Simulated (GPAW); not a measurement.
# Cr (Cmcm) in GPAW: reference runs

Reference runs on Cr: the cell as given.

Program: GPAW 26.7.0. These are calculated values, not measurements. Logs are shortened: lines on timing, memory, paths and dates and some standing lists are left out, and cuts for length are marked. The log counts tension as positive stress, the text compression.

### Step 1. The crystal as given

It takes space group Cmcm (No. 63, orthorhombic). The conventional cell has a = 2.294 Å, b = 4.934 Å, c = 4.064 Å, α = 90.00°, β = 90.00°, γ = 90.00°. Cr (site symmetry m2m) is surrounded by 8 Cr at 2.29 to 2.62 Å.

This isn't the form of Cr at room conditions, which is bcc.

### Step 2. Single point, PBE, collinear spin, ferromagnetic start

run.py

```python
from ase import Atoms
from ase.dft.bandgap import bandgap
from ase.io import write
from ase.units import Bohr, GPa
from gpaw import GPAW, PW
from gpaw.elf import elf_from_dft_calculation

atoms = Atoms(['Cr', 'Cr'],
              cell=[[1.147050505, -2.46702512, 0.0],
                    [1.147050505, 2.46702512, 0.0],
                    [0.0, 0.0, 4.06431074]],
              scaled_positions=[[0.87053258, 0.12946742, 0.75],
                                [0.12946742, 0.87053258, 0.25]],
              pbc=True)
atoms.set_initial_magnetic_moments([3.0, 3.0])

calc = GPAW(mode=PW(600),
            xc='PBE',
            kpts={'size': (13, 13, 7), 'gamma': True},
            occupations={'name': 'fermi-dirac', 'width': 0.05},
            nbands=17,
            convergence={'density': 1e-05, 'energy': 1e-05},
            maxiter=150,
            txt='gpaw.txt')
atoms.calc = calc
energy = atoms.get_potential_energy()
forces = atoms.get_forces()
stress = atoms.get_stress()
calc.write('gs.gpw')
write('result.traj', atoms)
print(f'Energy: {energy:.6f} eV')
print('Forces (eV/A):')
print(forces.round(4))
print('Stress (GPa):', (stress / GPa).round(3))
print('Moments:', calc.get_magnetic_moments().round(3))
print('Fermi level:', round(calc.get_fermi_level(), 4), 'eV')
print(f'Gap: {bandgap(calc)[0]:.4f} eV, direct: {bandgap(calc, direct=True)[0]:.4f} eV')

# fields on the real-space grid
write('density.cube', atoms, data=calc.get_pseudo_density() * Bohr**3)
write('potential.cube', atoms, data=calc.get_electrostatic_potential())
write('spin.cube', atoms, data=(calc.get_pseudo_density(spin=0) - calc.get_pseudo_density(spin=1)) * Bohr**3)
write('elf.cube', atoms, data=elf_from_dft_calculation(calc).data)
```

Potentials or basis: GPAW PAW data sets (gpaw-data 1.2.1), pw.

Command:

```console
OMP_NUM_THREADS=1 python run.py
```

gpaw.txt:

```text
__  _  _
 | _ |_)|_||  |
 |__||  | ||/\| - 26.7.0

Input parameters:
  mode=PW(ecut=600.0),
  convergence={'density': 1e-05, 'energy': 1e-05},
  kpts=MonkhorstPack(size=(13, 13, 7), gamma=True),
  maxiter=150,
  nbands=17,
  occupations=Occupations(name='fermi-dirac', width=0.05),
  xc=XC(name='PBE')

Diagonalizing LCAO Hamiltonian
Converting LCAO to pw mode

       Cr Cr

Atoms  # Å, Bohr magnetons
|   | symbol |        x |         y |        z |    initial magnetic moments |
|---|--------|----------|-----------|----------|-----------------------------|
| 0 |     Cr | 1.147051 | -1.828226 | 3.048233 | ( 0.0000,  0.0000,  3.0000) |
| 1 |     Cr | 1.147051 |  1.828226 | 1.016078 | ( 0.0000,  0.0000,  3.0000) |

Unit cell  # Å
| periodic |        x |         y |        z |  lengths |     angles |
|----------|----------|-----------|----------|----------|------------|
|      yes | 1.147051 | -2.467025 | 0.000000 | 2.720650 |  90.000000 |
|      yes | 1.147051 |  2.467025 | 0.000000 | 2.720650 |  90.000000 |
|      yes | 0.000000 |  0.000000 | 4.064311 | 4.064311 | 130.127582 |

Number of symmetries: 4
Symmetry operations  # r_c * U_cc + t_c -> r_c
|   | kind |            matrix            |
|---|------|------------------------------|
| 0 |  E   |  1, 0, 0,  0, 1, 0,  0, 0, 1 |
| 1 |  C2  |  0, 1, 0,  1, 0, 0,  0, 0,-1 |
| 2 |  σ   |  0,-1, 0, -1, 0, 0,  0, 0, 1 |
| 3 |  i   | -1, 0, 0,  0,-1, 0,  0, 0,-1 |

BZ-sampling:
  Number of BZ points: 1183
  Number of IBZ points: 322

  Monkhorst-Pack size: [13, 13, 7]
  Monkhorst-Pack shift: [0, 0, 0]

K-points  # in reciprocal-cell coordinates
|     |                                coordinates |     weight |
|-----|--------------------------------------------|------------|
|   0 | (  0.00000000,   0.00000000,   0.00000000) | 0.00084531 |
|   1 | (  0.00000000,   0.00000000,   0.14285714) | 0.00169062 |
|   2 | (  0.00000000,   0.00000000,   0.28571429) | 0.00169062 |
|   3 | (  0.00000000,   0.00000000,   0.42857143) | 0.00169062 |
|   4 | (  0.07692308,  -0.07692308,  -0.42857143) | 0.00169062 |
|   5 | (  0.07692308,  -0.07692308,  -0.28571429) | 0.00169062 |
|   6 | (  0.07692308,  -0.07692308,  -0.14285714) | 0.00169062 |
|   7 | (  0.07692308,  -0.07692308,   0.00000000) | 0.00169062 |
|   8 | (  0.07692308,  -0.07692308,   0.14285714) | 0.00169062 |
|   9 | (  0.07692308,  -0.07692308,   0.28571429) | 0.00169062 |
| ... |                                            |            |
| 321 | (  0.46153846,   0.46153846,   0.42857143) | 0.00338123 |

Plane wave coefficients: 786
Cutoff: 600.0 eV

Spin-components: 2 (collinear spins)
Bands:           17
Projectors:      12
Spin-degeneracy: 1
Datatype:        complex128

Parallelization:
  kpt:    1
  domain: 1
  band:   1

Density:
  Valence electrons: 12.0
  Components: 2
  Grid points: [16 16 24]
  Charge: 0.0  # |e|

Potential:
  Grid points: [16 16 24]

species:
  Cr:
    name:    Chromium
    Z:       24.0
    valence: 6
    core:    18
    charge:  0.0  # [|e|]
    compensation charges:
      type: gauss
      rc: 0.35  # [Å]
      lmax: 2
    cutoffs:
      filter: 2.14  # [Å]
      core: 3.04  # [Å]
    projectors
    | kind |    occ | energy [eV] | rcut [Å] |
    |------|--------|-------------|----------|
    |   4s |  1.000 |      -4.007 |    1.164 |
    |   4p |  0.000 |      -0.989 |    1.217 |
    |   3d |  5.000 |      -2.913 |    1.111 |
    |    s |        |      23.205 |    1.164 |
    |    p |        |      26.223 |    1.217 |
    |    d |        |      24.299 |    1.111 |

    Using partial waves for Cr as LCAO basis

Reference energy: -57164.754899  # eV

eigensolver:
  PPCG
  Converge bands: occupied
  niter=2

density mixing:
  MSR1-Mixer
  Pratt-step length: 0.05
  Maximum mixing coefficient: 0.75
  Old densities: 10
  SVD Regularization: 0.005
  Good broyden scale: 1.0
  Trust region scale: 1.0
  Backstep threshold: 4.0
  History deletion threshold: 6.0
  Fourier metric: weight=20.0, sigma=0.015

occupation numbers:
  Fermi-Dirac:
    width: 0.0500  # eV

poisson solver:
  ecut: 4800.0  # eV

xc functional:
  name: PBE with 2 nearest neighbor stencil

convergence criteria:
- Maximum integral of absolute [dens]ity change: 1e-05 electrons / valence electron
- Maximum [total energy] change in last 3 cyles: 1e-05 eV / valence electron
- Maximum integral of absolute [eigenst]ate change: 4e-08 eV^2 / valence electron
maximum number of iterations: 150

SCF iterations
|iter     | |      energy | eigst |  dens |  magmom |
|---------|-|-------------|-------|-------|---------|
|iter:   1| |  -16.624130 | +0.02 |       |  +5.9956|
|iter:   2| |  -16.687796 | -1.91 | -0.47 |  +5.8313|
|iter:   3| |  -17.840117 | -1.38 | -0.49 |  +2.7869|
|iter:   4| |  -18.113569 | -1.39 | -0.82 |  +0.2613|
|iter:   5| |  -18.117717 | -2.06 | -1.28 |  +0.2946|
|iter:   6| |  -18.130375 | -2.68 | -1.56 |  +0.1066|
|iter:   7| |  -18.135859 | -2.76 | -1.85 |  -0.0037|
|iter:   8| |  -18.136356 | -3.67 | -2.38 |  -0.0037|
|iter:   9| |  -18.136409 | -4.49 | -2.96 |  +0.0015|
|iter:  10| |  -18.136417c| -5.24 | -3.56 |  +0.0027|
|iter:  11| |  -18.136419c| -5.86 | -3.99 |  +0.0011|
|iter:  12| |  -18.136419c| -6.47 | -4.31 |  -0.0001|
|iter:  13| |  -18.136419c| -7.11 | -4.82 |  -0.0000|
|iter:  14| |  -18.136419c| -7.57c| -5.21c|  -0.0000|

Converged in 14 steps
Energy contributions relative to reference atoms: (reference = -57164.754899)

Energy contributions:
  Kinetic:         -24.355848
  Coulomb:          13.830183
  Zero:              0.428525
  External:          0.000000
  Xc:               -8.027332
  Entropy:          -0.023894
  Spinorbit:         0.000000
  ----------------------------
  Free energy:     -18.148366
  Extrapolated:    -18.136419

dipole moment: (0.000025, 0.000000, 0.000044)  # |e|*Ang

Total magnetic moment: (0.000000, 0.000000, -0.000010)

Local magnetic moments
|        x |        y |        z |
|----------|----------|----------|
| 0.000000 | 0.000000 | 0.000000 |  # Cr   0
| 0.000000 | 0.000000 | 0.000000 |  # Cr   1

Fermi level: 11.315
Eigenvalues  # (at kpt = [0.000, 0.000, 0.000])
| band index |      eig [eV] | occ [0-1] |      eig [eV] | occ [0-1] |
|------------|---------------|-----------|---------------|-----------|
|          0 |         3.575 |     1.000 |         3.575 |     1.000 |
|          1 |         7.063 |     1.000 |         7.063 |     1.000 |
|          2 |         9.187 |     1.000 |         9.187 |     1.000 |
|          3 |         9.408 |     1.000 |         9.408 |     1.000 |
|          4 |        10.460 |     1.000 |        10.460 |     1.000 |
|          5 |        11.482 |     0.034 |        11.482 |     0.034 |
|          6 |        12.303 |     0.000 |        12.303 |     0.000 |
|          7 |        12.337 |     0.000 |        12.337 |     0.000 |
|          8 |        12.387 |     0.000 |        12.387 |     0.000 |
|          9 |        12.978 |     0.000 |        12.978 |     0.000 |
|         10 |        13.130 |     0.000 |        13.130 |     0.000 |
|         11 |        13.863 |     0.000 |        13.863 |     0.000 |
|         12 |        21.130 |     0.000 |        21.130 |     0.000 |
|        ... |               |           |               |           |
|         16 |        21.687 |     0.000 |        21.688 |     0.000 |

No gap
No difference between direct/indirect transitions

Forces  # eV/Ang
|       x |        y |        z |
|---------|----------|----------|
| 0.00000 |  0.14013 |  0.00000 |  # Cr   0
| 0.00000 | -0.14013 | -0.00000 |  # Cr   1

Stress tensor  # eV/Ang^3
|         x |         y |         z |
|-----------|-----------|-----------|
| -0.029829 |  0.000000 |  0.000000 |
|  0.000000 | -0.021246 | -0.000000 |
|  0.000000 | -0.000000 | -0.058459 |

# Writing to gs.gpw (mode='')
```

It took 2.4 min on 1 thread of Intel Xeon Platinum 8488C (Sapphire Rapids), shared host; peak memory 0.33 GiB.

What came out:

```yaml
Free_energy: -18.1484 eV
Pressure: 5.8 GPa
Largest_force: 0.140 eV/Å
Band_gap_on_the_k_mesh: none (metal or under the smearing width)
Net_moment: 0.00 μB per cell
```

Forces in eV/Å, atoms in the order of the input:
```
Cr   0.000  0.140  0.000
Cr   0.000 -0.140  0.000
```

Stress tensor (GPa, compression positive):
```
4.78 0.00 0.00
0.00 3.40 0.00
0.00 0.00 9.37
```

Caveat: the starting moments collapsed, and a magnetic state may lie lower.
